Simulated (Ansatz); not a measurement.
The system is CdO (Monteponite).

```
CELL_PARAMETERS angstrom
0.00000 2.34950 2.34950
2.34950 0.00000 2.34950
2.34950 2.34950 0.00000
ATOMIC_POSITIONS crystal
Cd 0.00000 0.00000 0.00000
O 0.50000 0.50000 0.50000
```

Base run:

- Program: Ansatz 0.2.0
- Functional: LDA
- Potentials or basis: Ansatz PAW
- Cutoff: 420 eV (not typed: the program's choice for these potentials)
- k mesh: 10 × 10 × 10
- Occupations: fermi-dirac, width 0.05 eV
- Spin: no spin polarisation

Its results: band gap on the k mesh none (metal or under the smearing width); pressure -6.1 GPa.

Task: The run is repeated on the same cell with these changes: functional from LDA to HSE06; k mesh from 10 × 10 × 10 to 5 × 5 × 5. What comes out?

Result: Band gap on the k mesh 1.05 eV, indirect (least direct gap 2.31 eV); pressure 0.6 GPa.

Several settings changed at once, so the effect can't be laid on one alone.

Caveats: some runs use coarse meshes; the PAW data sets come from PBE, with cores solved anew for the run's functional, which leaves a small shift of forces and pressure; this crystal is a semiconductor, whose small gap the functional closes, so the metal is an error of the method (some runs); the k mesh misses the band edges, so the gap on the mesh is wider than the one along the path (some runs); the thresholds are loose for stress (some runs).
